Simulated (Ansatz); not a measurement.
# WSe2: the cost of one run

Computed with Ansatz 0.2.0 (DFT PBEsol, scalar-relativistic, plane waves, PAW, unless a step's input says otherwise).

1 further run of the same task is left out (set aside as unsound or not needed).

## (1) The system as given

Symmetry: P-6m2, No. 187, hexagonal system. The conventional cell has a = 3.270 Å, b = 3.270 Å, c = 16.661 Å, α = 90.00°, β = 90.00°, γ = 120.00°. Around W (site symmetry -6m2) lie 6 Se at 2.52 Å. Se (site symmetry 3m) has 3 W at 2.52 Å as nearest neighbours.

Coordinates:

```
CELL_PARAMETERS angstrom
3.27025 0.00000 0.00000
-1.63513 2.83212 0.00000
0.00000 0.00000 16.66122
ATOMIC_POSITIONS crystal
W 0.00000 0.00000 0.00000
Se 0.33333 0.66667 0.10040
Se 0.33333 0.66667 0.89960
```

It goes back to an entry of the Materials Project, which need not be the stable form.

This cell was relaxed beforehand with the same method: volume 51.44 Å³/atom, gap on the mesh 1.69 eV.

## (2) Electronic structure at the relaxed geometry

Contents of input.yaml:

```yaml
crystal:
  lattice:
    - [3.2702526784, 0.0, 0.0]
    - [-1.6351263392, 2.8321218963, 0.0]
    - [0.0, 0.0, 16.6612169706]
  atoms:
    - { symbol: W, position: [0.0, 0.0, 0.0] }
    - { symbol: Se, position: [0.3333333333, 0.6666666667, 0.1003992721] }
    - { symbol: Se, position: [0.3333333333, 0.6666666667, 0.8996007279] }
basis:
  ecutwfc: 420
kpoints:
  mp_grid: { grid: [12, 12, 2] }
  band_path:
    path:
      - [[0.0, 0.0, 0.0], [0.5, 0.0, 0.0], [0.33333333, 0.33333333, 0.0], [0.0, 0.0, 0.0], [0.0, 0.0, 0.5], [0.5, 0.0, 0.5], [0.33333333, 0.33333333, 0.5], [0.0, 0.0, 0.5]]
      - [[0.5, 0.0, 0.5], [0.5, 0.0, 0.0]]
      - [[0.33333333, 0.33333333, 0.5], [0.33333333, 0.33333333, 0.0]]
    npoints: 14
hamiltonian:
  xc: pbesol
scf:
  occupations: { method: gaussian, width: 0.02 }
  n_extra_bands: 7
output:
  forces: true
  stress: true
  eigenvalues: true
  populations: true
  dos: { projected: true, de: 0.02, nscf_kmesh: { grid: [18, 18, 3] } }
  bader: true
  write_density: true
  write_potential: true
  elf: true
  volumetric_format: npy
```

On the command line:

```console
ansatz run input.yaml --threads 1 --pin off --max-ram 2560MiB --backend cpu --events-out ev --progress --plain --runs-dir out
```

**Question.** How long does this run take on 1 thread of Intel Xeon at 2.50GHz (Skylake/Cascade Lake), shared host, and how much memory does it need?

About 2.7 min, with a peak of 0.63 GiB.
